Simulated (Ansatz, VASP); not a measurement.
**Zn16HSe15N (N-H pair in ZnSe) in two plane-wave programs**

Wanted: the spread between two codes on one cell, functional and k mesh. The cell is taken from a series of runs on this material, whose earlier steps may have relaxed, scaled, displaced or heated it; both programs get it as it stands.

Program: Ansatz 0.2.0. Level of theory: plane waves, with VASP 6.6.1 beside it; single point at HSE06. Results are calculated unless marked as measured.

### Step 1. Set-up

The cell holds 33 atoms: 16 Zn, 15 Se, 1 N and 1 H. Its edges and angles: a = 9.928 Å, b = 9.928 Å, c = 9.928 Å, α = 109.5°, β = 109.5°, γ = 109.5°. It derives from ZnSe (ZnSe (F-43m)). Nearest the centre at fractional (0.460, 0.710, 0.460): H33 at 0.04 Å, N32 at 0.75 Å, Zn16 at 2.30 Å, Zn9 at 2.30 Å, Zn12 at 2.31 Å, Zn7 at 2.79 Å, Se23 at 3.78 Å, Se22 at 3.78 Å.

### Step 2. VASP: single point, HSE06

With cell and atoms fixed, the geometry can't cause a difference; cores, projectors, grids and the points listed under the comparison can.

Lines of VASP's logs that name or quote its potential files are left out, and so is its time.

The run reads the wave functions of an earlier VASP run, which isn't shown here.

INCAR

```
SYSTEM = Zn16HSe15N
PREC = Accurate
ENCUT = 520
EDIFF = 1E-06
NELM = 100
ISMEAR = -1
SIGMA = 0.01
LREAL = Auto
ALGO = Normal
LHFCALC = .TRUE.
AEXX = 0.25
GGA = PE
HFSCREEN = 0.208
LASPH = .TRUE.
NBANDS = 167
PRECFOCK = Fast
LORBIT = 11
LWAVE = .FALSE.
LCHARG = .FALSE.
ISIF = 2
```

POSCAR

```
Zn16HSe15N
1.0
   -5.7318292421      5.7318292421     -5.7318292421
    5.7318292421      5.7318292421      5.7318292421
    5.7318292421     -5.7318292421     -5.7318292421
Zn Se N H
16 15 1 1
Direct
    0.9977389509      0.9939441825      0.9979059932
    0.9977354714      0.2477448058      0.7440977472
    0.0000597086      0.5036546696      0.5075797969
    0.0000665903      0.7574204474      0.2538254761
    0.2447479891      0.9935483112      0.7437161939
    0.2536454026      0.2500899216      0.5075682115
    0.1791586070      0.4291774160      0.1793355069
    0.2536501773      0.7574148612      0.0002546597
    0.5155786109      0.9734227032      0.5157633536
    0.5074117327      0.2500843259      0.2538217382
    0.5073968764      0.5036624987      0.0002486351
    0.5155638576      0.7655771896      0.7235857719
    0.7435262106      0.9935356180      0.2449229891
    0.7439365130      0.2477464354      0.9979089331
    0.7435419766      0.4947683758      0.7437104648
    0.7233887925      0.7656032236      0.5157652589
    0.9990196633      0.0009221095      0.7510828118
    0.9978508379      0.2478602396      0.4958076856
    0.9947996616      0.5004451652      0.2506088508
    0.9978574889      0.7456542356      0.9980327332
    0.2588710632      0.9976172047      0.5007314827
    0.2504329441      0.2448096369      0.2505965665
    0.2504226887      0.5004342175      0.9949671463
    0.2588633562      0.7505593932      0.7477763600
    0.5005427418      0.9976019910      0.2590431452
    0.4956464573      0.2478727792      0.9980311351
    0.5005498498      0.5088772341      0.7477664883
    0.7509014994      0.0009102319      0.9991811340
    0.7509088638      0.2490286671      0.7510805266
    0.7475846061      0.5088840820      0.5007135091
    0.7475851089      0.7505487091      0.2590458272
    0.5358634360      0.7858967917      0.5360709944
    0.4640126355      0.7140519978      0.4642247204
```

KPOINTS

```
Automatic mesh
0
Gamma
1 1 1
0 0 0
```

PAW data sets: Zn, Se, N and H (PBE family, release 64).

Started as:

```
$ export OMP_NUM_THREADS=3
$ mpirun -np 1 vasp_gam
```

Numbers of over 12 decimals in the logs are rounded to 6 here.

Log:

```text
[banner, memory and clock lines left out]
running    1 mpi-ranks, on    1 nodes
[...]
Offloading initialized ...    1 GPUs detected
[...]
LDA part: xc-table for (Slater+PW92), standard interpolation
 found WAVECAR, reading the header
 POSCAR, INCAR and KPOINTS ok, starting setup
[...]
reading WAVECAR
 the WAVECAR file was read successfully
 initial charge from wavefunction
 entering main loop
       N       E                     dE             d eps       ncg     rms          rms(c)
DAV:   1    -0.121524030087E+03   -0.12152E+03   -0.14019E+01   436   0.346E+01    0.864E+00
DAV:   2    -0.121400691272E+03    0.12334E+00   -0.46007E+00   380   0.130E+01    0.453E+00
DAV:   3    -0.121413952117E+03   -0.13261E-01   -0.44559E-01   380   0.349E+00    0.280E+00
DAV:   4    -0.121413758012E+03    0.19410E-03   -0.48803E-02   364   0.113E+00    0.158E+00
[...]
DAV:  11    -0.121410448549E+03    0.43634E-05   -0.25651E-06   236   0.842E-03    0.209E-02
DAV:  12    -0.121410446627E+03    0.19216E-05   -0.11613E-06   189   0.742E-03    0.117E-02
DAV:  13    -0.121410445655E+03    0.97247E-06   -0.64274E-07   181   0.600E-03
   1 F= -.12141045E+03 E0= -.12141045E+03  d E =-.169036E-10
```

OUTCAR, selected parts (step 2):

```text
  Total        1.6599060      1.6509841      1.6643386     11.9455268    -11.9395480    -11.9376417
  in kB        3.5306475      3.5116704      3.5400756     25.4083327    -25.3956156    -25.3915610
  external PRESSURE =       3.5274645 kB  Pullay stress =       0.0000000 kB

 POSITION                                       TOTAL-FORCE (eV/Angst)
 -----------------------------------------------------------------------------------
      5.69808      5.69616     -5.74158         0.002722      0.002268     -0.004885
     -0.03378      2.87384     -8.56386         0.002435      0.005291     -0.002281
      5.79588     -0.02216     -0.02284        -0.002617      0.001134      0.000045
      5.79591      2.88690      2.88614        -0.002901      0.000450     -0.000876
      8.55485      2.83485      0.02914        -0.000027      0.001640     -0.001408
      2.88891     -0.02197     -2.92967        -0.000332      0.000712      0.002299
      2.46099      2.45896      0.40514         0.035379      0.035599     -0.035751
      2.88895      5.79379      2.88603        -0.000443     -0.002565     -0.000665
      5.58055      5.57843     -0.33198         0.031066      0.030819     -0.075643
     -0.02009      2.88698     -2.92982         0.000550      0.000013      0.003202
     -0.01998      5.79379     -0.02283         0.000434     -0.002485      0.000255
      5.58050      3.19581     -2.71444         0.031059      0.076559     -0.030858
      2.83687      8.55269      0.02915         0.000751      0.000507     -0.000914
      2.87577     -0.03569     -8.56392         0.004977      0.002398     -0.002508
[...]
-----------------------------------------------------------------------------------
    total drift:                               -0.013361     -0.020561      0.013083

  FREE ENERGIE OF THE ION-ELECTRON SYSTEM (eV)
  ---------------------------------------------------
  free  energy   TOTEN  =      -121.4104456547 eV

  energy  without entropy=     -121.4104456546  energy(sigma->0) =     -121.41044565

[... 3 further parts left out ...]
[key lines of the parts left out:]
E-fermi :   0.7592
```

The run ends at a pressure of 0.35 GPa, with forces up to 41 eV/Å.

(Continued in part 2 of 2.)

[Lines on the potential files, build, host, timing and source positions are cut from VASP's logs without a mark.]

[Logs are printed without paths, hosts, clocks, repeated set-up lines and the standing remarks that a program may print on its own settings, such as how far it seeks lower states.]

[Hosts, paths, dates, database ids (printed as entryN), source tags and the programs' standing remarks are cut or masked in the printed files.]
